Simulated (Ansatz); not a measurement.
We consider cubic perovskite LaAlO3 (cubic high-temperature phase), described by HSE06+SOC (PAW; Ansatz, a first-principles code).

Run with plane-wave cutoff 460 eV, 6×6×6 k mesh, Fermi–Dirac smearing 0.01 eV, PAW data made under PBE.

The cell has the measured lattice: a = 3.810 Å, b = 3.810 Å, c = 3.810 Å, α = 90.00°, β = 90.00°, γ = 90.00°.

Task: What does this level give for the band gap and smallest direct gap on the k points sampled?

Result: 
band gap: 4.81 eV (on the SCF k mesh) (indirect)
smallest direct gap on the k points sampled: 4.94 eV

Note: held by symmetry at 0 K, a high-temperature phase can be a saddle point; cell and atoms aren't relaxed at this level (pressure -5.3 GPa).
